Calculated values. Ag, Au and Cu in the omega (AlB2-type) structure, scaled uniformly from relaxed cells of 18.86, 18.75 and 12.50 Å³ per atom (Ansatz 0.2.0, revPBE, scalar-relativistic PAW, no spin polarisation, 420 eV cutoff, k mesh 9×9×12, for Cu 12×12×16). Energies are for zero smearing and count from scale 1; pressures, positive in compression, are at 0.1 eV Fermi-Dirac smearing.

| volume scale | energy change, Ag (meV/atom) | pressure, Ag (GPa) | energy change, Au (meV/atom) | pressure, Au (GPa) | energy change, Cu (meV/atom) | pressure, Cu (GPa) |
| --- | --- | --- | --- | --- | --- | --- |
| 0.88 | 82.8 | 13.72 | 132.9 | 22.16 | 88.7 | 21.62 |
| 0.92 | 33.0 | 7.84 | 52.6 | 12.62 | 36.0 | 12.60 |
| 0.96 | 7.3 | 3.37 | 11.4 | 5.36 | 8.2 | 5.53 |
| 1 | 0.0 | -0.03 | 0.0 | -0.12 | 0.0 | -0.01 |
| 1.04 | 6.7 | -2.62 | 10.9 | -4.24 | 7.1 | -4.35 |
| 1.08 | 24.1 | -4.58 | 38.4 | -7.33 | 26.3 | -7.74 |
| 1.12 | 49.4 | -6.04 | 78.5 | -9.62 | 54.8 | -10.38 |

### Top row, 0.88: which metal resists compression most?

Gold does, in both columns. Copper is harder to place. Its pressure of 21.62 GPa almost matches gold's 22.16 GPa, but its energy cost of 88.7 meV per atom lies close to silver's 82.8.

### Same row: why does copper side with gold in one column and with silver in the other?

Pressure is energy per volume, whereas the energy column counts energy per atom. A copper atom occupies 12.50 Å³ and a gold atom 18.75 Å³, so the same percentage squeeze removes only two thirds as much volume from copper. At nearly equal pressure, the work per atom is then also about two thirds. To place another metal one needs two quantities: the bulk modulus $B$, which is the resistance to a relative change of volume, and the volume per atom $V$. Pressures follow $B$, and energies follow the product $BV$.

In the alkali metals both columns would be small. Their atoms are large, but each has only one valence electron to spread over that volume and no d shell that adds to the bonding. $B$ is then so low that the extra volume does not make up for it.

### Row 0.92: silver and gold atoms are almost equally large, so why does gold cost more?

Here size drops out and the contrast is one of stiffness. Fitting a third-order Birch–Murnaghan curve, plus a small constant pressure, to all seven pressures of each metal by least squares gives $B$ = 74 GPa for silver and 119 GPa for gold. Theory attributes the difference largely to relativity, which pulls gold's 6s shell inward and lets its 5d shell spread and take more part in the bonding. The table shows the stiffness but does not isolate this cause.

### Row 0.96: can the energy be estimated from $B$ and $V$ alone?

For a small relative volume change $\varepsilon$ the pressure is about $-B\varepsilon$. Adding up the work from zero to $\varepsilon$ gives

$$E \approx \tfrac{1}{2} B V \varepsilon^2 .$$

For copper the same kind of fit gives $B$ = 122.1 GPa. Since 1 eV/Å³ is 160.2 GPa, $BV = 122.1 \times 12.50 / 160.2 = 9.53$ eV. With $\varepsilon = -0.04$ the estimate is $\tfrac{1}{2} \times 9.53 \times 0.0016$ eV, or 7.6 meV.

The table has 8.2 meV, so the estimate is about 7% too low. This row's pressure helped to fix $B$, but its energy did not. At 0.88 the same formula gives 68.6 meV, which is 23% below the tabulated energy. A single stiffness is a fair guide for a few percent of volume change and a poor one beyond that.

### Row 1: is this cell really at rest?

Very nearly, as far as volume is concerned. Gold's pressure of −0.12 GPa means that its energy minimum lies about 0.1% lower in volume. The shape is less settled, because the tabulated pressure is an average over directions. In gold it combines a push of about 0.5 GPa within the atomic layers with a pull of about 1.4 GPa across them. The scaling keeps the ratio of the cell edges fixed, and a crystal free to adjust its shape could respond more softly. The effect should be slight: over the whole table the difference between gold's two stresses changes by only about 1.3 GPa, while its pressure changes by about 32 GPa.

### Rows 1.04 to 1.12: why is stretching cheaper than squeezing?

For silver, 12% compression costs 1.68 times as much as 12% expansion, and the other two metals behave alike. When atoms approach, their filled d shells overlap, the kinetic energy of the squeezed valence electrons rises, and the repulsion climbs steeply; when they separate, it fades faster than the attraction. The metal therefore stiffens under pressure and softens under tension. In the fits, $B$ rises by 5 to 6 GPa for each GPa applied.

This also explains an oddity between gold and copper. Gold pushes back harder at 0.88, yet at 1.12 it pulls less, with −9.62 GPa against copper's −10.38 GPa. Near scale 1 the two are almost equally stiff, but gold's stiffness changes faster with pressure, by about 6.1 GPa per GPa against 5.1. The stronger curvature lifts gold's pressure curve at both ends. Gold's slightly smaller $B$ also weakens its pull at 1.12; at 0.88 it works against gold's lead, but the curvature outweighs it.

### The whole table: which digits can be trusted?

As far as energies and pressures can check each other, nearly all of them. Energies obtained by integrating the fitted pressures differ from the tabulated ones by typically 0.3 meV per atom. Most of this comes from the smearing, since the pressures contain an electronic entropy term that the energies have had removed. Correcting for it leaves about 0.04 meV. A wider smearing would enlarge this mismatch, roughly as the square of the width. The check does not test the k mesh, whose error would enter both columns alike, and no convergence test is given. Differences of a few tenths of a meV between metals should therefore not be interpreted.

Agreement with nature is another matter. The functional revPBE tends to make silver and gold too soft, and spin–orbit coupling, which matters most for gold, is left out. The PAW datasets were made for PBE, not revPBE. The omega structure is not the ground state of these metals, and whether it is dynamically stable was not tested. In their ordinary fcc form, measured gold is clearly stiffer than copper, so the near-tie seen here should not be carried over to real samples. That copper costs less energy per atom than gold is safer ground, because it rests on a large difference in atomic size.
